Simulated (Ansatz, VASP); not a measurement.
This is a calculation of La2O3 for Ansatz 0.2.0.

Contents of input.yaml:

```yaml
crystal:
  lattice:
    - [6.4124611805, 0.0, 0.0]
    - [-3.2062305902, 5.5533542831, 0.0]
    - [0.0, 0.0, 3.3116822246]
  atoms:
    - { symbol: La, position: [0.6666666667, 0.3333333333, 0.498103] }
    - { symbol: La, position: [0.3333333333, 0.6666666667, 0.501897] }
    - { symbol: O, position: [0.504607, 0.0, 0.0] }
    - { symbol: O, position: [0.0, 0.504607, 0.0] }
    - { symbol: O, position: [0.495393, 0.495393, 0.0] }
kpoints:
  mp_grid: { grid: [5, 5, 8] }
scf:
  occupations: { method: fermi_dirac, width: 0.05 }
hamiltonian:
  xc: pbe
  pseudopotentials: { kind: all_electron, lapw: { basis_error: 0.001 } }
output:
  forces: true
  stress: true
  eigenvalues: true
```

Potentials or basis: all-electron LAPW, scalar-relativistic.

Launch:

```console
$ ansatz run input.yaml --threads 4 --pin off --max-ram 14336MiB --backend cpu --events-out ev --progress --plain --runs-dir out
```

Set up the same calculation for VASP 6.6.1. Potentials there: VASP PAW PBE potentials, release 64 (La, O).

As run (the cutoff follows the program's own potentials):

Contents of INCAR:

```
SYSTEM = La2O3
PREC = Accurate ; ENCUT = 520
EDIFF = 1E-7 ; ISMEAR = -1
SIGMA = 0.05 ; LREAL = .False.
LASPH = .True. ; NELM = 100
ALGO = Normal ; ISIF = 2
LWAVE = .False. ; LCHARG = .True.
GGA = PE ; LELF = .True.
LVHAR = .True. ; NBANDS = 28
```

Contents of KPOINTS:

```
regular mesh
0
Gamma
  5 5 8
  0 0 0
```

File POSCAR:

```
La2O3
1.0
    6.4124611805      0.0000000000      0.0000000000
   -3.2062305902      5.5533542831      0.0000000000
    0.0000000000      0.0000000000      3.3116822246
La O
2 3
Direct
    0.6666666667      0.3333333333      0.4981030000
    0.3333333333      0.6666666667      0.5018970000
    0.5046070000      0.0000000000      0.0000000000
    0.0000000000      0.5046070000      0.0000000000
    0.4953930000      0.4953930000      0.0000000000
```

Potentials or basis: VASP PAW PBE potentials, release 64 (La, O).

Launch:

```bash
$ cat potpaw_PBE.64/La/POTCAR potpaw_PBE.64/O/POTCAR > POTCAR
$ mpirun -np 1 vasp_std > vasp.out
```

Both were run:

|  | VASP | Ansatz | Ansatz less VASP |
| --- | --- | --- | --- |
| gap on the k mesh at the Fermi level (eV) | 1.73 | 1.72 | -0.015 |
| least direct gap on the mesh (eV) | 2.11 | 2.11 | -0.003 |
| pressure (GPa) | -2.0 | -1.8 | +0.22 |
| largest component of the traceless stress (GPa) | 0.78 | 0.74 | -0.042 |
| rms of the force components (eV/Å) | 0.019 | 0.018 | -0.0002 |

Atom by atom the forces differ by 0.001 eV/Å (rms over components). Ansatz ran all-electron here, so the differences hold the error of VASP's frozen core and of both bases.

Caveats: spin-orbit coupling is left out, which moves the levels of the heavy elements; an odd mesh through Γ misses points on the zone boundary, where band edges often lie.
